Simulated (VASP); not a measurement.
## Sb: single point with PBE

The system is Sb.

```
Sb
1.0
    -1.81806    1.81806    1.81806
     1.81806   -1.81806    1.81806
     1.81806    1.81806   -1.81806
Sb
1
Direct
  0.00000 0.00000 0.00000
```

The cell isn't the ideal one: strained and moved within the space group.

```yaml
Program: VASP 6.6.1
Task: single point
Functional: PBE
Potentials_or_basis: VASP PAW PBE potentials, release 64 (Sb)
Cutoff: 520 eV
k_mesh: 16 × 16 × 16
Occupations: gaussian, width 0.1 eV
Spin: no spin polarisation
Dipole_correction: no
Further_INCAR_settings: ALGO = Fast; EDIFF = 1e-06; NBANDS = 8
```

```yaml
Pressure: 9.7 GPa
Band_gap_on_the_k_mesh: none (metal or under the smearing width)
```

Levels at points of the mesh, in eV from the Fermi level:
```
           k point  band 1  band 2  band 3  band 4  band 5  band 6  band 7  band 8
(0.00, 0.00, 0.00)  -13.76    6.47    6.47    6.47   11.03   11.03   11.03   11.91
(0.50, 0.00, 0.00)   -8.99   -6.30    1.99    4.14    6.88    7.10   14.59   15.89
(0.50, 0.50, 0.50)   -4.99   -2.23   -2.23   -2.23    2.75    2.75   18.24   18.25
```

It took 13 s on 1 thread of Intel(R) Xeon(R) Platinum 8259CL CPU @ 2.50GHz (Skylake/Cascade Lake) (shared host), peak memory 0.15 GiB.

Spin-orbit coupling is left out, which matters for the levels of Sb.
